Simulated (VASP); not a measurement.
A run of VASP 6.6.1 is set up as follows.

Contents of INCAR:

```
  PREC = Accurate
  ENCUT = 600
  EDIFF = 1E-6
  ISMEAR = 1
  SIGMA = 0.1
  LREAL = False
  LASPH = True
  NELM = 80
  ALGO = Normal
  ISIF = 3
  LWAVE = False
  LCHARG = False
  GGA = PS
  IBRION = 2
  NSW = 90
  EDIFFG = -0.01
```

File KPOINTS:

```
Automatic mesh
0
Gamma
  14 14 14
```

Contents of POSCAR:

```
Pb
1.0
    0.0000000000      2.4750200000      2.4750200000
    2.4750200000      0.0000000000      2.4750200000
    2.4750200000      2.4750200000      0.0000000000
Pb
1
Direct
    0.0000000000      0.0000000000      0.0000000000
```

Potentials or basis: VASP PAW PBE potentials, release 64 (Pb_d).

Launch:

```sh
$ cat potpaw_PBE.64/Pb_d/POTCAR > POTCAR
$ mpirun -np 1 vasp_std > vasp.out
```

Estimate the band gap on the k mesh.

none (metal or under the smearing width).

Predict the space group after relaxing (to 0.05 Å).

Fm-3m (No. 225).

Final structure:
```yaml
crystal:
  lattice:
    - [0.00000, 2.46717, 2.46717]
    - [2.46717, 0.00000, 2.46717]
    - [2.46717, 2.46717, 0.00000]
  atoms:
    - { symbol: Pb, position: [0.00000, 0.00000, 0.00000] }
```

 Spin-orbit coupling is left out, which matters for the levels of Pb.
